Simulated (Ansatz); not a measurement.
A 2-atom cell of LiCl started from a crystallographic database, relaxed with r2SCAN: space group Fm-3m (No. 225), cubic; conventional cell a = 5.112 Å, 16.70 Å³ an atom. Li is surrounded by 6 Cl at 2.56 Å; Cl is surrounded by 6 Li at 2.56 Å. One-shot G0W0@PBE in the plane-wave code Ansatz on a 6×6×6 mesh (contour deformation, no spin-orbit coupling), from a PBE gap of 6.387 eV over the mesh points (the G0W0 gap is direct on the mesh); the number N of bands summed and the screening cutoff rise together. No spin polarisation and no zero-point or thermal motion.

```
  N  cutoff (eV)  1000/N  G0W0 gap (eV)
 80          100  12.500          8.752
188          180   5.319          8.911
```

Problem. Lay a straight line in 1000/N through these rows.

Solution. The slope is -0.0221 eV per unit of 1000/N and the intercept 9.029 eV.

Problem. Predict the gap at N = 360 (260 eV).

Solution. 9.029 + (-0.0221) × 2.778 = 8.968 eV; the run gives 8.979 eV, +0.011 eV from the line.

Problem. With that run's result added, what limit do the last two rows suggest?

Solution. Their slope is (8.979 − 8.911)/(2.778 − 5.319) = -0.0268, which meets 1/N = 0 at 9.05 eV, against 9.029 eV from the first line. The slope steepens, so 1/N isn't yet asymptotic and the true limit probably lies higher still; the k mesh isn't extrapolated.
